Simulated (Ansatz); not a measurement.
PbS (Cmcm) from a database of computed structures, relaxed with r2SCAN+rVV10: the symmetry is Cmcm (No. 63, orthorhombic); conventional cell a = 4.127 Å, b = 11.739 Å, c = 4.260 Å, 25.80 Å³ an atom. Around Pb lie 5 S at 2.68–2.97 Å; around S lie 5 Pb at 2.68–2.97 Å. One-shot G0W0@r2SCAN in Ansatz 0.2.0 on a 4×4×4 mesh (contour deformation, no spin-orbit coupling), from an r2SCAN gap of 1.519 eV over the mesh points (the G0W0 gap is indirect on the mesh); the number N of bands summed and the screening cutoff rise together. Calculated for a static, non-magnetic cell.

```csv
N,cutoff (eV),1000/N,G0W0 gap (eV)
328,120,3.049,1.776
784,220,1.276,1.891
```

Question: Lay a straight line in 1000/N through these rows.

Answer: The slope is -0.0649 eV per unit of 1000/N and the intercept 1.974 eV.

Question: Predict the gap at N = 1424 (300 eV).

Answer: 1.974 + (-0.0649) × 0.702 = 1.928 eV; the run gives 1.926 eV, -0.002 eV from the line.

Question: With that run's result added, what limit do the last two rows suggest?

Answer: Their slope is (1.926 − 1.891)/(0.702 − 1.276) = -0.0610, which meets 1/N = 0 at 1.97 eV, against 1.974 eV from the first line. The two lines nearly agree; the k mesh isn't extrapolated.

Spin-orbit coupling is left out; in compounds of Pb, Bi, Tl or Hg it can lower a gap by up to about 1 eV, split its edges or invert the bands.
